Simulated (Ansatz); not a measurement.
MgI2 built on the CdCl2 prototype, relaxed with r2SCAN+rVV10: 6 runs in Ansatz, each a construction of maximally localised Wannier functions. Space group R-3m (No. 166), trigonal; conventional cell a = 4.157 Å, c = 20.677 Å, 34.39 Å³ an atom. Mg is surrounded by 6 I at 2.92 Å; I is surrounded by 3 Mg at 2.92 Å. All values are calculated for a non-magnetic cell, which may be hypothetical.

```
CELL_PARAMETERS angstrom
2.07868 1.20013 6.89235
-2.07868 1.20013 6.89235
0.00000 -2.40025 6.89235
ATOMIC_POSITIONS crystal
Mg 0.00000 0.00000 0.00000
I 0.25269 0.25269 0.25269
I 0.74731 0.74731 0.74731
```

Windows count from the top of the filled bands; a dash means that no such window was set (without an outer window there is no disentanglement).

| functional | SCF mesh | trial orbitals | functions | mesh | window (eV) | frozen (eV) | Ω total (Å²) | Ω invariant (Å²) | largest spread (Å²) | least projectability | interpolation miss of the model's filled bands (eV, to the nearest computed level) |
| --- | --- | --- | --- | --- | --- | --- | --- | --- | --- | --- | --- |
| PBE | 6×6×6 | I s, I p | 8 | 6×6×6 | – | – | 13.50 | 11.48 | 1.70 | 0.91 | 0.016 |
| PBE | 6×6×6 | I p | 6 | 6×6×6 | – | – | 14.04 | 13.92 | 2.34 | 0.86 | 0.016 |
| r2SCAN | 6×6×6 | I s, I p | 8 | 6×6×6 | – | – | 13.15 | 11.08 | 1.65 | 0.93 | 0.011 |
| r2SCAN | 6×6×6 | I p | 6 | 6×6×6 | – | – | 13.67 | 13.57 | 2.28 | 0.88 | 0.013 |
| HSE06 | 6×6×6 | I s, I p | 8 | 6×6×6 | – | – | 13.16 | 11.12 | 1.65 | 0.92 | – |

Q: Estimate from these rows what the further settings give.
```json
{"functional": "PBE", "SCF mesh": "6×6×6", "trial orbitals": "I s, I p", "functions": "8", "mesh": "4×4×4", "window (eV)": "–", "frozen (eV)": "–"}
```

A:

| functional | SCF mesh | trial orbitals | functions | mesh | window (eV) | frozen (eV) | Ω total (Å²) | Ω invariant (Å²) | largest spread (Å²) | least projectability | interpolation miss of the model's filled bands (eV, to the nearest computed level) |
| --- | --- | --- | --- | --- | --- | --- | --- | --- | --- | --- | --- |
| PBE | 6×6×6 | I s, I p | 8 | 4×4×4 | – | – | 12.90 | 10.87 | 1.61 | 0.91 | 0.068 |

A dash in the last column means that the miss wasn't evaluated.

For I s, I p with PBE the spread goes 12.90 Å² (4×4×4), 13.50 Å² (6×6×6): finite differences on a coarse mesh understate it.

Spin-orbit coupling is left out, which matters wherever the heavy atoms make up the band edges.
